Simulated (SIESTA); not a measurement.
The system is W.

```
W
1.0
     0.00000    2.03000    2.03000
     2.03000    0.00000    2.03000
     2.03000    2.03000    0.00000
W
1
Direct
  0.00000 0.00000 0.00000
```

This isn't the form of W at room conditions, which is bcc.

```yaml
Program: SIESTA 5.4.2
Task: single point
Functional: PBE
Potentials_or_basis: PseudoDojo 0.4 standard (PBE files)
Basis: DZP (energy shift 0.002 Ry)
Grid_cutoff: 800 Ry
Energy_shift: 0.002 Ry
k_mesh: 11 × 11 × 11
Occupations: fermi-dirac, width 0.05 eV
Spin: no spin polarisation
```

On this cell: pressure -1.9 GPa; band gap on the k mesh none (metal or under the smearing width).

The same run follows on a disturbed copy (cell strained at random at fixed volume):

```
W
1.0
     0.01192    2.00823    2.03186
     2.02971    0.01106    2.03272
     2.05415    2.03352   -0.01337
W
1
Cartesian
  0.0111 0.0150 -0.0317
```

**Question.** What changes?

**Answer.** The energy (extrapolated to zero smearing) moves by -4.0 meV/atom; pressure -2.0 GPa; band gap on the k mesh none (metal or under the smearing width).

Stress tensor (GPa, compression positive):
```
-1.40  2.09 -0.62
 2.09 -3.81 -0.87
-0.62 -0.87 -0.86
```

The energy falls, though the first cell shows no forces: that form is unstable against this distortion, unless noise or another electronic state is at work.

Caveats: semicore shells carry a single zeta, which can move pressures by several GPa and volumes by a few percent; the basis of atomic orbitals isn't converged, which shifts pressures, moduli and gaps.
